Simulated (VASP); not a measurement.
**H6C2O: single point with PBE+D3(BJ)**

H6C2O:

```
CELL_PARAMETERS angstrom
7.29363 0.00000 0.00000
0.00000 7.29363 0.00000
0.00000 0.00000 7.29363
ATOMIC_POSITIONS crystal
C 0.34351 0.85902 0.09778
C 0.22582 0.72359 0.98999
C 0.77517 0.25977 0.82051
C 0.93520 0.13706 0.87209
C 0.70590 0.57499 0.37413
C 0.58762 0.43984 0.26517
C 0.02841 0.20248 0.39404
C 0.92568 0.02351 0.37217
O 0.17111 0.57791 0.11236
O 0.05866 0.24037 0.98671
O 0.41538 0.40891 0.34969
O 0.00925 0.88951 0.48934
H 0.12268 0.47280 0.04191
H 0.10253 0.79309 0.93503
H 0.30248 0.66741 0.87083
H 0.37964 0.97943 0.01298
H 0.27212 0.90439 0.22295
H 0.47332 0.79516 0.13967
H 0.15202 0.15715 0.03241
H 0.88487 0.01540 0.94791
H 0.00883 0.08654 0.75000
H 0.68835 0.19302 0.71730
H 0.68998 0.29159 0.94079
H 0.82466 0.39025 0.76270
H 0.32356 0.47878 0.27940
H 0.56904 0.49141 0.12343
H 0.65959 0.30725 0.25454
H 0.84236 0.58638 0.30933
H 0.64063 0.71073 0.37943
H 0.72246 0.52505 0.51559
H 0.94877 0.77292 0.46684
H 0.77869 0.04121 0.40728
H 0.93093 0.97711 0.22774
H 0.98330 0.30179 0.29094
H 0.00609 0.26255 0.53001
H 0.17693 0.18213 0.37729
```

The cell was built by a generator and needn't be a form met in nature.

```
Program             : VASP 6.6.1
Task                : single point
Functional          : PBE
Dispersion          : D3(BJ)
Potentials or basis : VASP PAW PBE potentials, release 64 (C, O, H)
Cutoff              : 520 eV
k mesh              : 1 × 1 × 1
Occupations         : fermi-dirac, width 0.05 eV
Spin                : no spin polarisation
```

| Quantity | Value |
| --- | --- |
| Pressure | -0.1 GPa |
| Largest force | 0.261 eV/Å |
| Band gap on the k mesh | 4.77 eV, direct |
| Dispersion energy per atom | -0.038 eV |

Forces on the atoms (eV/Å):
```
C   -0.025  0.007 -0.177
C    0.025  0.028 -0.053
C    0.067  0.003  0.081
C   -0.155 -0.011 -0.169
C    0.001 -0.109 -0.048
C    0.222  0.134 -0.027
C   -0.005 -0.082  0.108
C   -0.028  0.181 -0.038
O    0.011  0.100 -0.099
O   -0.007 -0.009 -0.075
O   -0.068 -0.078  0.079
O    0.038  0.036  0.071
H    0.014  0.034  0.000
H    0.107 -0.115  0.039
H   -0.099  0.076  0.205
H   -0.051 -0.150  0.050
H    0.029 -0.033 -0.073
H   -0.026  0.029  0.002
H    0.091  0.022  0.068
H    0.011  0.104 -0.053
H   -0.066  0.039  0.038
H   -0.007 -0.011 -0.003
H    0.066 -0.017 -0.095
H   -0.011 -0.074  0.033
H   -0.108  0.070 -0.035
H    0.004 -0.034  0.079
H   -0.015  0.036  0.021
H   -0.047  0.018  0.023
H    0.002 -0.018 -0.007
H   -0.002  0.027 -0.067
H    0.004 -0.103 -0.007
H    0.084 -0.011 -0.008
H    0.001 -0.014  0.050
H   -0.006 -0.037  0.052
H    0.018 -0.055  0.024
H   -0.070  0.015  0.011
```

Stress tensor (GPa, compression positive):
```
-0.23 -0.18  0.02
-0.18 -0.41 -0.06
 0.02 -0.06  0.26
```

Levels at points of the mesh, in eV from the valence-band top:
```tsv
k point	band 37	band 38	band 39	band 40	band 41	band 42	band 43	band 44
(0.00, 0.00, 0.00)	-0.89	-0.60	-0.28	0.00	4.77	5.92	6.22	6.45
```

It took 28 s on 1 thread of Intel(R) Xeon(R) 6975P-C (Granite Rapids) (shared host), peak memory 0.34 GiB.

PBE gaps usually lie below the measured ones, often by a third to a half.
